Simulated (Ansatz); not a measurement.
**Redistribution: C3H8S + C4H10S → C3H8S2 + C4H10**

Gas-phase species: C3H8S (1-propanethiol) `CCCS`, singlet; C4H10S (2-methyl-2-propanethiol) `CC(C)(C)S`, singlet; C3H8S2 (1,3-propanedithiol) `SCCCS`, singlet; C4H10 (isobutane) `CC(C)C`, singlet. The partners trade H for SH; both sit on C, so the bond types are kept.

Shapes, held fixed at every level: PBE0-D4/def2-TZVP. Flexible molecules stand in one conformer, not always the lowest. Programs: Ansatz 0.2.0. Electronic energies: no zero-point or thermal term.

```tsv
level	kind	ΔE (kJ/mol)	less CCSD(T)/CBS estimate
PBE-D4/def2-TZVPP	GGA	+9.2	-3.0
wB97M-V/def2-TZVPP	range-separated hybrid	+10.4	-1.8
wB97X-V/def2-TZVPP	range-separated hybrid	+9.0	-3.2
B2PLYP/def2-TZVPP	double hybrid	+7.5	-4.7
MP2/def2-TZVPP	perturbation theory	+15.8	+3.6
CCSD(T)/def2-TZVPP	coupled cluster or CI	+11.8	-0.4
CCSD/def2-TZVPP	coupled cluster or CI	+9.3	-2.9
CCSD(T)/CBS estimate	coupled cluster or CI	+12.2	0.0
```

The highest level, CCSD(T)/CBS estimate, gives ΔE = +12.2 kJ/mol; the levels span +7.5 to +15.8. The column of differences is taken from that level and isn't an error. No measured value is set beside it here. The CBS estimate extrapolates MP2 from def2-TZVPP and def2-QZVPP and adds CCSD(T) − MP2 in the triple-zeta set, cores frozen.
